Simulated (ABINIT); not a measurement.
NiO, 2 atoms in the cell. Symmetry: P-6m2, No. 187, hexagonal system. Conventional cell: a = 2.783 Å, b = 2.783 Å, c = 2.716 Å, α = 90.00°, β = 90.00°, γ = 120.00°. Ni (site symmetry -6m2) has 6 O at 2.10 Å as nearest neighbours. O (site symmetry -6m2) is surrounded by 6 Ni at 2.10 Å. Measurements of this composition are mostly on another form, of space group No. 225.

```yaml
Program: ABINIT 10.8.3 (patched build)
Task: single point
Functional: PBE
Potentials_or_basis: Ansatz PAW PBE default generated set, frozen core
Cutoff: 381 eV
k_mesh: 8 × 8 × 8
Occupations: fermi-dirac, width 0.05 eV
Spin: collinear spin, ferromagnetic start
Starting_moments: "[1.0, 0.0] μB"
Hubbard_terms: Ni d U = 3.5 eV
Double_counting_usepawu: 1
Fine-grid_cutoff: 761.919 eV
```

Potentials or basis: Ansatz PAW PBE default generated set, frozen core.

Launch:

```console
$ abinit run.abi > log 2>&1
```

Hardware: 1 thread of Arm Neoverse V1 (shared host).

Problem. How long does it take, and how much memory?

Solution. Wall time 89 s on 1 thread of Arm Neoverse V1 (shared host), peak memory 0.29 GiB. Counts: scf iterations 27, mpi ranks 1, k points 50, bands 17, plane waves 320.
